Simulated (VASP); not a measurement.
Set up this calculation in VASP 6.6.1, as the native input.

```yaml
Task: band structure
Functional: PBE
Potentials_or_basis: VASP PAW PBE potentials, release 64 (Si, Mg)
Cutoff: 520 eV
k_mesh: 8 × 8 × 8
Occupations: gaussian, width 0.02 eV
Spin: no spin polarisation
Further_INCAR_settings: ALGO = Normal; EDIFF = 1e-06
```

Crystal: Mg2Si.

```
Si Mg
1.0
     0.00000    3.16500    3.16500
     3.16500    0.00000    3.16500
     3.16500    3.16500    0.00000
Si Mg
1 2
Direct
  0.00000 0.00000 0.00000
  0.25000 0.25000 0.25000
  0.75000 0.75000 0.75000
```

The cell was built by a generator and needn't be a form met in nature.

The input as run:

POSCAR

```
Mg2Si
1.0
    0.0000000000      3.1650000000      3.1650000000
    3.1650000000      0.0000000000      3.1650000000
    3.1650000000      3.1650000000      0.0000000000
Si Mg
1 2
Direct
    0.0000000000      0.0000000000      0.0000000000
    0.2500000000      0.2500000000      0.2500000000
    0.7500000000      0.7500000000      0.7500000000
```

INCAR.step1

```
SYSTEM = Mg2Si
PREC = Accurate
ENCUT = 520
EDIFF = 1E-6
ISMEAR = 0
SIGMA = 0.02
LREAL = .FALSE.
LASPH = .TRUE.
NELM = 60
ALGO = Normal
ISIF = 2
LWAVE = .FALSE.
LCHARG = .TRUE.
GGA = PE
```

KPOINTS.step1

```
Automatic mesh
0
G
  8 8 8
  0 0 0
```

INCAR.step2

```
SYSTEM = Mg2Si
PREC = Accurate
ENCUT = 520
EDIFF = 1E-6
ISMEAR = 0
SIGMA = 0.05
LREAL = .FALSE.
LASPH = .TRUE.
NELM = 60
ALGO = Normal
ISIF = 2
LWAVE = .FALSE.
LCHARG = .FALSE.
GGA = PE
ICHARG = 11
```

KPOINTS.step2

```
path GXWKGLUWLK,UX
20
line-mode
reciprocal
 0.0000000000  0.0000000000  0.0000000000  G
 0.5000000000  0.0000000000  0.5000000000  X

 0.5000000000  0.0000000000  0.5000000000  X
 0.5000000000  0.2500000000  0.7500000000  W

 0.5000000000  0.2500000000  0.7500000000  W
 0.3750000000  0.3750000000  0.7500000000  K

 0.3750000000  0.3750000000  0.7500000000  K
 0.0000000000  0.0000000000  0.0000000000  G

 0.0000000000  0.0000000000  0.0000000000  G
 0.5000000000  0.5000000000  0.5000000000  L

 0.5000000000  0.5000000000  0.5000000000  L
 0.6250000000  0.2500000000  0.6250000000  U

 0.6250000000  0.2500000000  0.6250000000  U
 0.5000000000  0.2500000000  0.7500000000  W

 0.5000000000  0.2500000000  0.7500000000  W
 0.5000000000  0.5000000000  0.5000000000  L

 0.5000000000  0.5000000000  0.5000000000  L
 0.3750000000  0.3750000000  0.7500000000  K

 0.6250000000  0.2500000000  0.6250000000  U
 0.5000000000  0.0000000000  0.5000000000  X
```

Potentials or basis: VASP PAW PBE potentials, release 64 (Si, Mg).

Run with:

```bash
$ cat potpaw_PBE.64/Si/POTCAR potpaw_PBE.64/Mg/POTCAR > POTCAR
$ cp INCAR.step1 INCAR
$ cp KPOINTS.step1 KPOINTS
$ mpirun -np 1 vasp_std > vasp.out
$ cp INCAR.step2 INCAR
$ cp KPOINTS.step2 KPOINTS
$ mpirun -np 1 vasp_std > vasp.out
```

Results of the run:

```
Band gap on the k mesh  : 0.20 eV, indirect (least direct gap 1.94 eV)
Band gap along the path : 0.20 eV, indirect (least direct gap 1.94 eV)
```

Caveat: the log is that of the step along the path at fixed density, whose energy, stress, charges and moments have no meaning.

Run time: 33 s on 1 thread of Intel(R) Xeon(R) 6975P-C (Granite Rapids), with other jobs on the host, peak memory 0.28 GiB.
